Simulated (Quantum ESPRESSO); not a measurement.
The system is Tc.

```xyz
2
Lattice="2.7400 0.0000 0.0000 -1.3700 2.3729 0.0000 0.0000 0.0000 4.3980" Properties=species:S:1:pos:R:3 pbc="T T T"
Tc    1.3700    0.7910    3.2985
Tc    0.0000    1.5819    1.0995
```

Base run:

| Item | Value |
| --- | --- |
| Program | Quantum ESPRESSO 7.5 |
| Functional | LDA |
| Potentials or basis | PseudoDojo 0.4.1 SR LDA standard |
| Cutoff | 1197 eV |
| Density cutoff | 4789 eV |
| k mesh | 11 × 11 × 6 |
| Occupations | fermi-dirac, width 0.05 eV |
| Spin | no spin polarisation |

Its results: band gap on the k mesh none (metal or under the smearing width); pressure -11.5 GPa.

Problem. The run is repeated on the same cell with these changes: functional from LDA to PBEsol; potentials or basis from PseudoDojo 0.4.1 SR LDA standard to PseudoDojo 0.4.1 SR PBEsol standard; cutoff from 1197 eV to 1143 eV; density cutoff from 4789 eV to 4572 eV. What comes out?

Solution. Band gap on the k mesh none (metal or under the smearing width); pressure -6.2 GPa.

Not every run made on this cell is shown here.
